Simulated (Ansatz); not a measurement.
One atom moved over a plane in MgO

All numbers below come from Ansatz, DFT PBEsol, scalar-relativistic, plane waves, PAW. The runs took a 420 eV cutoff, a Γ-centred 10×10×10 mesh and Gaussian smearing (0.05 eV). No spin polarisation. Energies are free energies at this smearing, counted from the undisturbed cell; pressure is positive in compression.

Zero of the scan (as given, not relaxed at this level; it stands at -5.8 GPa):

```
Mg O
1.0
     0.00000    2.13515    2.13515
     2.13515    0.00000    2.13515
     2.13515    2.13515    0.00000
Mg O
1 1
Direct
  0.00000 0.00000 0.00000
  0.50000 0.50000 0.50000
```

Atom 2 (O) is moved by p along (0.707, 0.707, 0.000) and q along (0.000, 0.000, 1.000) (Å), all else fixed. Points are written (p, q).

Energy above the undisturbed cell in eV/cell (a dash: not computed):

```
 p \ q  -0.600  -0.300  0.000  0.300  0.600
-0.600    1.52    0.94   0.98   0.94   1.52
-0.300    1.90    0.40   0.21   0.40   1.90
 0.000    2.15    0.27   0.00   0.27   2.15
 0.300    1.90    0.40   0.21   0.40   1.90
 0.600    1.52    0.94   0.98   0.94   1.52
```

Pressure in GPa:

```csv
p \ q,-0.600,-0.300,0.000,0.300,0.600
-0.600,41.7,26.0,24.4,26.0,41.7
-0.300,41.7,8.4,1.7,8.4,41.7
0.000,43.1,2.7,-5.8,2.7,43.1
0.300,41.7,8.4,1.7,8.4,41.7
0.600,41.7,26.0,24.4,26.0,41.7
```

Gap on the k-mesh in eV:

```csv
p \ q,-0.600,-0.300,0.000,0.300,0.600
-0.600,3.60,3.84,4.03,3.84,3.60
-0.300,4.00,4.10,4.22,4.10,4.00
0.000,4.19,4.23,4.25,4.23,4.19
0.300,4.00,4.10,4.22,4.10,4.00
0.600,3.60,3.84,4.03,3.84,3.60
```